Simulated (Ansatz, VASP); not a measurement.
This is a calculation of NaI for Ansatz 0.2.0.

File input.yaml:

```yaml
crystal:
  lattice:
    - [0.0, 3.2364, 3.2364]
    - [3.2364, 0.0, 3.2364]
    - [3.2364, 3.2364, 0.0]
  atoms:
    - { symbol: I, position: [0.5, 0.5, 0.5] }
    - { symbol: Na, position: [0.0, 0.0, 0.0] }
hamiltonian:
  xc: pbe
  pseudopotentials: { kind: paw }
kpoints:
  mp_grid: { grid: [7, 7, 7] }
scf:
  occupations: { method: fermi_dirac, width: 0.05 }
output:
  forces: true
  stress: true
  eigenvalues: true
```

Potentials or basis: Ansatz PAW.

Launch:

```sh
$ ansatz run input.yaml --threads 1 --pin off --max-ram 3584MiB --backend cpu --events-out ev --progress --plain --runs-dir out
```

Q: Translate it to VASP 6.6.1. Potentials there: VASP PAW PBE potentials, release 64 (I, Na_pv).

A: As run (the cutoff follows the program's own potentials):

Contents of INCAR:

```
SYSTEM = NaI
  ALGO = Normal
  EDIFF = 1E-7
  ENCUT = 520
  GGA = PE
  ISIF = 2
  ISMEAR = -1
  LASPH = .TRUE.
  LCHARG = .TRUE.
  LELF = .TRUE.
  LREAL = .FALSE.
  LVHAR = .TRUE.
  LWAVE = .FALSE.
  NBANDS = 14
  NELM = 100
  PREC = Accurate
  SIGMA = 0.05
```

The input KPOINTS:

```
k-points
0
G
  7 7 7
  0 0 0
```

File POSCAR:

```
NaI
1.0
    0.0000000000      3.2364000000      3.2364000000
    3.2364000000      0.0000000000      3.2364000000
    3.2364000000      3.2364000000      0.0000000000
I Na
1 1
Direct
    0.5000000000      0.5000000000      0.5000000000
    0.0000000000      0.0000000000      0.0000000000
```

Potentials or basis: VASP PAW PBE potentials, release 64 (I, Na_pv).

Launch:

```sh
$ cat potpaw_PBE.64/I/POTCAR potpaw_PBE.64/Na_pv/POTCAR > POTCAR
$ mpirun -np 1 vasp_std > vasp.out
```

Both were run:

|  | VASP | Ansatz | Ansatz less VASP |
| --- | --- | --- | --- |
| gap on the k mesh at the Fermi level (eV) | 3.64 | 3.64 | +0.004 |
| least direct gap on the mesh (eV) | 3.64 | 3.64 | +0.004 |
| pressure (GPa) | 0.4 | 0.4 | -0.01 |

The two sets of potentials don't hold the same shells in valence.

Caveats: spin-orbit coupling is left out, which moves the levels of the heavy elements; odd divisions of the mesh miss points on the zone boundary, where band edges often lie, so the gap on the mesh can be too wide (Ansatz). A hybrid or GW would open this gap; PBE tends to underestimate it.
